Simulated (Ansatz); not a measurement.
The system is Pt.

```xyz
1
Lattice="0.0000 1.9609 1.9609 1.9609 0.0000 1.9609 1.9609 1.9609 0.0000" Properties=species:S:1:pos:R:3 pbc="T T T"
Pt    0.0000    0.0000    0.0000
```

Base run:

| Property | Result |
| --- | --- |
| Program | Ansatz 0.2.0 |
| Functional | LDA |
| Potentials or basis | Ansatz PAW |
| Cutoff | 420 eV |
| Density cutoff | 1680 eV |
| k mesh | 9 × 9 × 9 |
| Occupations | fermi-dirac, width 0.05 eV |
| Spin | spin-orbit coupling, no magnetisation |

Its results: band gap on the k mesh none (metal or under the smearing width); pressure -6.2 GPa.

Question: The run is repeated on the same cell with these changes: functional from LDA to PBE. What comes out?

Answer: Band gap on the k mesh none (metal or under the smearing width); pressure 9.9 GPa.

PBE binds less tightly than LDA, so the same cell stands under more pressure.

Caveats: the PAW data sets come from PBE, with cores solved anew for the run's functional, which leaves a small shift of forces and pressure (some runs).

Not every run made on this cell is shown here.
